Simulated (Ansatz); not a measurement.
The system is Sb.

```
CELL_PARAMETERS angstrom
3.35453 0.00000 0.00000
-1.67727 2.90511 0.00000
0.00000 0.00000 5.47016
ATOMIC_POSITIONS crystal
Sb 0.66667 0.33333 0.75000
Sb 0.33333 0.66667 0.25000
```

This isn't the form of Sb at room conditions, which is rhombohedral.

Program: Ansatz 0.2.0. Alike in all runs: task band structure; potentials or basis Ansatz PAW; cell as given; smearing fermi-dirac 0.05 eV. Hardware: 2 threads of Arm Neoverse V2 (shared host).

Order these runs on this cell by their wall time, lowest first.
A. level PBEsol; spin SOC, no magnetisation; k mesh 7 × 7 × 4; cutoff (eV) 420
B. level r2SCAN; spin off; k mesh 9 × 9 × 5; cutoff (eV) 500
C. level BLYP; spin off; k mesh 9 × 9 × 5; cutoff (eV) 420

C (2.5 s), B (6 s), A (21 s).

Not every run made on this cell is shown here.
